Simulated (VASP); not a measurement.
# Ga2O3 (C2/m) in VASP: settings compared

The runs below take Ga2O3 through relaxation of cell and atoms, with PBE+D3(BJ), LDA.

Program: VASP 6.6.1. These are calculated values, not measurements. Logs are shortened: lines on timing, memory, paths and dates and some standing lists are left out, and cuts for length are marked.

**1. Starting point**

It takes space group C2/m (No. 12, monoclinic). The conventional cell has a = 12.214 Å, b = 3.037 Å, c = 5.798 Å, α = 90.00°, β = 103.83°, γ = 90.00°. Ga (site symmetry m) has 4 O at 1.83 to 1.86 Å as nearest neighbours. Ga (site symmetry m) is surrounded by 6 O at 1.94 to 2.07 Å. Around O (site symmetry m) lie 3 Ga at 1.83 to 1.94 Å. O (site symmetry m) has 4 Ga at 1.86 to 2.07 Å as nearest neighbours. Around O (site symmetry m) lie 3 Ga at 1.83 to 1.94 Å.

**2. Relaxation of cell and atoms, PBE+D3(BJ)**

INCAR

```
SYSTEM = Ga2O3
ALGO = Normal
EDIFF = 1E-6
EDIFFG = -0.01
ENCUT = 600
GGA = PE
IBRION = 2
ISIF = 3
ISMEAR = 0
IVDW = 12
KPAR = 4
LASPH = .True.
LCHARG = .False.
LREAL = .False.
LWAVE = .False.
NELM = 80
NSW = 90
PREC = Accurate
SIGMA = 0.03
```

KPOINTS

```
k-points
0
Gamma
  10 10 6
  0 0 0
```

POSCAR

```
Ga2O3
1.0
    6.1070000000     -1.5185500000      0.0000000000
    6.1070000000      1.5185500000      0.0000000000
   -1.3859888959      0.0000000000      5.6300087380
Ga O
4 6
Direct
    0.0905000000      0.0905000000      0.7946000000
    0.9095000000      0.9095000000      0.2054000000
    0.6586600000      0.6586600000      0.3140200000
    0.3413400000      0.3413400000      0.6859800000
    0.1645000000      0.1645000000      0.1098000000
    0.8355000000      0.8355000000      0.8902000000
    0.1733000000      0.1733000000      0.5632000000
    0.8267000000      0.8267000000      0.4368000000
    0.4959000000      0.4959000000      0.2566000000
    0.5041000000      0.5041000000      0.7434000000
```

Potentials or basis: VASP PAW PBE potentials, release 64 (Ga_d, O).

Run with:

```bash
$ cat potpaw_PBE.64/Ga_d/POTCAR potpaw_PBE.64/O/POTCAR > POTCAR
$ mpirun -np 4 vasp_std > vasp.out
```

OUTCAR:

```text
SYSTEM = Ga2O3
   EDIFF = 1E-6
   EDIFFG = -0.01
   ENCUT = 600
   GGA = PE
   IBRION = 2
   ISIF = 3
   ISMEAR = 0
   IVDW = 12
   LASPH = .True.
   LREAL = .False.
   NELM = 80
   NSW = 90
   PREC = Accurate
 IVDW          = 12

 ion  position               nearest neighbor table
   1  0.090  0.090  0.795-  10 1.83  10 1.83   5 1.83   7 1.86
   2  0.910  0.910  0.205-   9 1.83   9 1.83   6 1.83   8 1.86
   3  0.659  0.659  0.314-   9 1.94   5 1.94   5 1.94   8 2.01   7 2.07   7 2.07
   4  0.341  0.341  0.686-  10 1.94   6 1.94   6 1.94   7 2.01   8 2.07   8 2.07
   5  0.164  0.164  0.110-   1 1.83   3 1.94   3 1.94
   6  0.836  0.836  0.890-   2 1.83   4 1.94   4 1.94
   7  0.173  0.173  0.563-   1 1.86   4 2.01   3 2.07   3 2.07
   8  0.827  0.827  0.437-   2 1.86   3 2.01   4 2.07   4 2.07
   9  0.496  0.496  0.257-   2 1.83   2 1.83   3 1.94
  10  0.504  0.504  0.743-   1 1.83   1 1.83   4 1.94

  LATTYP: Found a base centered monoclinic cell.
 ALAT       =    12.2140000000
 B/A-ratio  =     0.2486572785
 C/A-ratio  =     0.4747093499
 COS(beta)  =    -0.2390419096

  Lattice vectors:

 A1 = (   6.1070000000,  -1.5185500000,   0.0000000000)
 A2 = (   6.1070000000,   1.5185500000,   0.0000000000)
 A3 = (  -1.3859888959,   0.0000000000,   5.6300087380)

Analysis of symmetry for initial positions (statically):
=====================================================================
 Subroutine PRICEL returns:
 Original cell was already a primitive cell.

 Routine SETGRP: Setting up the symmetry group for a
 base centered monoclinic supercell.

 Subroutine GETGRP returns: Found  4 space group operations
 (whereof  4 operations were pure point group operations)
 out of a pool of  4 trial point group operations.

The static configuration has the point symmetry C_2h.

Analysis of symmetry for dynamics (positions and initial velocities):
=====================================================================
 Subroutine PRICEL returns:
 Original cell was already a primitive cell.

 Routine SETGRP: Setting up the symmetry group for a
 base centered monoclinic supercell.

 Subroutine GETGRP returns: Found  4 space group operations
 (whereof  4 operations were pure point group operations)
 out of a pool of  4 trial point group operations.

The dynamic configuration has the point symmetry C_2h.

 Subroutine INISYM returns: Found  4 space group operations
 (whereof  4 operations are pure point group operations),
 and found     1 'primitive' translations

----------------------------------------------------------------------------------------

                                     Primitive cell

  volume of cell :     104.4230

  direct lattice vectors                    reciprocal lattice vectors
[... 105 lines left out ...]
   EDIFFG = -.1E-01   stopping-criterion for IOM
   NSW    =     90    number of steps for IOM
   IBRION =      2    ionic relax: 0-MD 1-quasi-New 2-CG
   NFREE  =      1    steps in history (QN), initial steepest desc. (CG)
   ISIF   =      3    stress and relaxation
   ISYM   =      2    0-nonsym 1-usesym 2-fastsym
   POTIM  = 0.5000    time-step for ionic-motion
   TEBEG  =    0.0;   TEEND  =   0.0 temperature during run
   PSTRESS=    0.0 pullay stress
   NELECT =      88.0000    total number of electrons
   NUPDOWN=      -1.0000    fix difference up-down
   EMIN   =  10.00;   EMAX   =-10.00  energy-range for DOS
   EFERMI =   0.00;   METHOD = LEGACY
   ISMEAR =     0;   SIGMA  =   0.03  broadening in eV -4-tet -1-fermi 0-gaus
   EFERMI_NEDOS =   21; number of points for ismear=-14 and -15
   IALGO  =     38    algorithm
   IMIX   =      4    mixing-type and parameters
     AMIX     =   0.40;   BMIX     =  1.00
     AMIX_MAG =   1.60;   BMIX_MAG =  1.00
  volume/ion in A,a.u.               =      10.44        70.47
  Fermi-wavevector in a.u.,A,eV,Ry     =   1.546335  2.922150 32.533613  2.391153
  Thomas-Fermi vector in A             =   2.651586
   LORBIT       =      0    0 simple, 1 ext, 2 COOP (PROOUT), +10 PAW based schemes
   GGA     = PE    functional components
   LHFCALC =     F    Hartree Fock is set to
   AEXX    =    0.0000 exact exchange contribution
   IVDW    =    12    specifies the selected vdW correction
   LEPSILON=     F    determine dielectric tensor
   LRPA    =     F    only Hartree local field effects (RPA)
 conjugate gradient relaxation of ions
 non-spin polarized calculation
 Gauss-broadening in eV      SIGMA  =   0.03
  energy-cutoff  :      600.00
  volume of cell :      104.42
 maximum number of plane-waves:      3516
   NGX = 25   NGY = 25   NGZ = 23

--------------------------------------- Ionic step        1  -------------------------------------------

 number of electron      88.0000002 magnetization

 Free energy of the ion-electron system (eV)
  ---------------------------------------------------
  ext. energy  EPLUGINS =         0.00000000
  ---------------------------------------------------
  free energy    TOTEN  =       -59.52108813 eV

  energy without entropy =      -59.52108813  energy(sigma->0) =      -59.52108813

------------------------ aborting loop because EDIFF is reached ----------------------------------------

 Edisp (eV)   -2.00498

 E8    (eV) :    -0.7865
[... 129 lines left out ...]
  FREE ENERGIE OF THE ION-ELECTRON SYSTEM (eV)
  ---------------------------------------------------
  free  energy   TOTEN  =       -61.6005143289 eV

  energy  without entropy=      -61.6005143289  energy(sigma->0) =      -61.60051433

[... ionic steps 4 to 14 ...]

--------------------------------------- Ionic step       15  -------------------------------------------

 number of electron      88.0000003 magnetization

------------------------ aborting loop because EDIFF is reached ----------------------------------------
[... 91 lines left out ...]
--------------------------------------- Ionic step       17  -------------------------------------------

 number of electron      88.0000004 magnetization

 Free energy of the ion-electron system (eV)
  ---------------------------------------------------
  ext. energy  EPLUGINS =         0.00000000
  ---------------------------------------------------
  free energy    TOTEN  =       -59.66278385 eV

  energy without entropy =      -59.66278385  energy(sigma->0) =      -59.66278385

 E-fermi :   3.7974     XC(G=0): -11.4672

 val. band max:        3.5931900907   @ k =   0.5000   0.4000   0.5000
 cond. band min:       5.7082884488   @ k =   0.0000   0.0000   0.0000
 fundamental gap:      2.1150983581
 Fermi energy:         3.7974077957

 k-point     1 :       0.0000    0.0000    0.0000
  band No.  band energies     occupation
      1     -15.1345      2.00000
      2     -14.0337      2.00000
      3     -14.0087      2.00000
      4     -13.8965      2.00000
      5     -13.4504      2.00000
      6     -13.4436      2.00000
[... 1309 lines left out ...]
     51      12.6200      0.00000
     52      13.2790      0.00000

 [... further k-points ...]

------------------------ aborting loop because EDIFF is reached ----------------------------------------

 Edisp (eV)   -1.93929

 E8    (eV) :    -0.7608
[... 33 lines left out ...]
  FREE ENERGIE OF THE ION-ELECTRON SYSTEM (eV)
  ---------------------------------------------------
  free  energy   TOTEN  =       -61.6020759374 eV

  energy  without entropy=      -61.6020759374  energy(sigma->0) =      -61.60207594

 reached required accuracy - stopping structural energy minimisation
```

OSZICAR:

```text
N       E                     dE             d eps       ncg     rms          rms(c)
DAV:   1     0.128215969540E+04    0.12822E+04   -0.44580E+04 20700   0.339E+03
DAV:   2     0.225785631323E+03   -0.10564E+04   -0.10123E+04 18328   0.879E+02
[... 129 lines left out ...]
DAV:   1    -0.596627983566E+02    0.77435E-03   -0.26833E-02 20608   0.995E-01    0.763E-02
DAV:   2    -0.596628027649E+02   -0.44083E-05   -0.13018E-03 19296   0.324E-01    0.350E-02
DAV:   3    -0.596627883616E+02    0.14403E-04   -0.17857E-04 28896   0.114E-01    0.138E-02
DAV:   4    -0.596627849023E+02    0.34593E-05   -0.15148E-05 24320   0.519E-02    0.709E-03
DAV:   5    -0.596627835964E+02    0.13059E-05   -0.48037E-06 18956   0.349E-02    0.164E-03
DAV:   6    -0.596627838488E+02   -0.25234E-06   -0.26377E-06 13444   0.235E-02
  17 F= -.61602076E+02 E0= -.61602076E+02  d E =-.423695E-04
```

CONTCAR:

```text
Ga2O3
   1.00000000000000
     6.1816157577768474   -1.5348396697450206    0.0105306878134387
     6.1816157577768474    1.5348396697450206    0.0105306878134387
    -1.3932176462137518    0.0000000000000000    5.6831871490279910
  Ga              O
     4     6
Direct
     0.0904938206772548    0.0904938206772548    0.7951832386736732
     0.9095061793227451    0.9095061793227451    0.2048167613263267
     0.6587431143468832    0.6587431143468832    0.3137514467366694
     0.3412568856531167    0.3412568856531167    0.6862485532633307
     0.1656190169883775    0.1656190169883775    0.1088336497068648
     0.8343809830116227    0.8343809830116227    0.8911663502931352
     0.1731344405399558    0.1731344405399558    0.5627700457364571
     0.8268655594600444    0.8268655594600444    0.4372299542635429
     0.4961645085043320    0.4961645085043320    0.2555811880123165
     0.5038354914956680    0.5038354914956680    0.7444188119876838

  0.00000000E+00  0.00000000E+00  0.00000000E+00
  0.00000000E+00  0.00000000E+00  0.00000000E+00
  0.00000000E+00  0.00000000E+00  0.00000000E+00
  0.00000000E+00  0.00000000E+00  0.00000000E+00
  0.00000000E+00  0.00000000E+00  0.00000000E+00
  0.00000000E+00  0.00000000E+00  0.00000000E+00
  0.00000000E+00  0.00000000E+00  0.00000000E+00
  0.00000000E+00  0.00000000E+00  0.00000000E+00
  0.00000000E+00  0.00000000E+00  0.00000000E+00
  0.00000000E+00  0.00000000E+00  0.00000000E+00
```

Wall time 30 min (4 MPI ranks of Intel Xeon 6975P-C (Granite Rapids), shared host); peak memory 0.99 GiB.

What came out:

```
Free energy                            : -61.6021 eV
Relaxed volume                         : 10.79 Å³/atom
Relaxed cell                           : a = 6.369 Å, b = 6.369 Å, c = 5.851 Å, α = 103.27°, β = 103.27°, γ = 27.89°
Space group after relaxing (to 0.05 Å) : C2/m (No. 12)
Energy gained by relaxing              : 7.6 meV/atom
Ionic steps                            : 17
Pressure after relaxing                : 0.0 GPa
Largest force after relaxing           : 0.008 eV/Å
Band gap on the k mesh                 : 2.12 eV, indirect (least direct gap 2.14 eV)
Dispersion energy per atom             : -0.194 eV
```

Forces on the atoms (eV/Å):
```
Ga  -0.004  0.000  0.003
Ga   0.004  0.000 -0.003
Ga   0.004  0.000 -0.008
Ga  -0.004  0.000  0.008
O    0.004  0.000  0.004
O   -0.004  0.000 -0.004
O    0.000  0.000 -0.004
O    0.000  0.000  0.004
O   -0.001  0.000  0.001
O    0.001  0.000 -0.001
```

The path:
```csv
step,energy change (eV),largest force (eV/Å),pressure (GPa),volume (Å³)
1,0.0000,0.2463,6.79,104.42
2,-0.0123,0.3056,-5.45,111.26
3,-0.0745,0.0971,-0.02,107.91
4,-0.0744,0.0938,0.22,107.84
5,-0.0753,0.0622,0.04,107.96
6,-0.0754,0.0321,0.09,107.93
7,-0.0756,0.0236,-0.14,108.02
8,-0.0756,0.0234,-0.17,108.02
9,-0.0758,0.0264,0.05,107.94
10,-0.0758,0.0278,0.07,107.91
11,-0.0759,0.0132,0.00,107.92
12,-0.0759,0.0153,-0.01,107.92
13,-0.0759,0.0245,-0.03,107.93
14,-0.0759,0.0180,0.00,107.93
15,-0.0760,0.0120,-0.05,107.93
16,-0.0760,0.0116,-0.05,107.93
17,-0.0760,0.0085,0.04,107.89
```

Final structure:
```
CELL_PARAMETERS angstrom
6.18162 -1.53484 0.01053
6.18162 1.53484 0.01053
-1.39322 0.00000 5.68319
ATOMIC_POSITIONS crystal
Ga 0.09049 0.09049 0.79518
Ga 0.90951 0.90951 0.20482
Ga 0.65874 0.65874 0.31375
Ga 0.34126 0.34126 0.68625
O 0.16562 0.16562 0.10883
O 0.83438 0.83438 0.89117
O 0.17313 0.17313 0.56277
O 0.82687 0.82687 0.43723
O 0.49616 0.49616 0.25558
O 0.50384 0.50384 0.74442
```

Levels at points of the mesh, in eV from the valence-band top:
```csv
k point,band 42,band 43,band 44,band 45,band 46,band 47
"(0.00, 0.00, 0.00)",-0.48,-0.28,-0.03,2.12,5.45,6.42
"(0.50, 0.00, 0.00)",-0.71,-0.47,-0.11,5.43,6.25,6.94
"(0.50, 0.50, 0.00)",-0.68,-0.41,-0.15,4.30,4.53,5.67
"(0.00, 0.00, 0.50)",-0.64,-0.52,-0.30,4.48,4.64,6.43
"(0.50, 0.00, 0.50)",-1.02,-0.71,-0.63,6.60,6.64,7.56
"(0.50, 0.50, 0.50)",-0.62,-0.58,-0.01,4.88,5.07,5.95
```

A k mesh can miss the band edges. Zero-point motion and thermal expansion aren't in these numbers.

(Continued in part 2 of 2.)
